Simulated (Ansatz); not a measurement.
## MgO (Fm-3m): energy against volume by PBE and RPA

```
Mg O
1.0
     0.00000    2.10550    2.10550
     2.10550    0.00000    2.10550
     2.10550    2.10550    0.00000
Mg O
1 1
Direct
  0.00000 0.00000 0.00000
  0.50000 0.50000 0.50000
```

RPA total energy on PBE orbitals, hand-made PAW set (Ansatz); 4×4×4 mesh, wave cutoff 930 eV, correlation extrapolated to infinite response cutoff from cutoffs up to 450 eV, 16 electrons, all correlated, long-wavelength term: neglected.

A Birch-Murnaghan fit gives PBE: V0 = 9.63 Å³ an atom (lattice constants +1.0 % against the given cell), B0 = 149 GPa.

What does RPA on these orbitals give?

RPA: V0 = 9.32 Å³ an atom (lattice constants -0.1 % against the given cell), B0 = 166 GPa. The RPA points scatter about the fit by some 1 meV, so its minimum and above all its modulus are rough. The points for the whole cell, counted from the given cell:

| V/V_given | V (Å³) | PBE (meV) | Hartree-Fock expression on these orbitals (meV) | RPA (meV) |
| --- | --- | --- | --- | --- |
| 0.92 | 17.17 | 118 | 18 | 65 |
| 0.96 | 17.92 | 40 | -11 | 16 |
| 1.00 | 18.67 | 0 | 0 | 0 |
| 1.04 | 19.41 | -8 | 42 | 18 |
| 1.08 | 20.16 | 10 | 111 | 60 |

This ran on a trial build of the method. The mesh is coarse, so these are values at the stated settings, not converged ones.
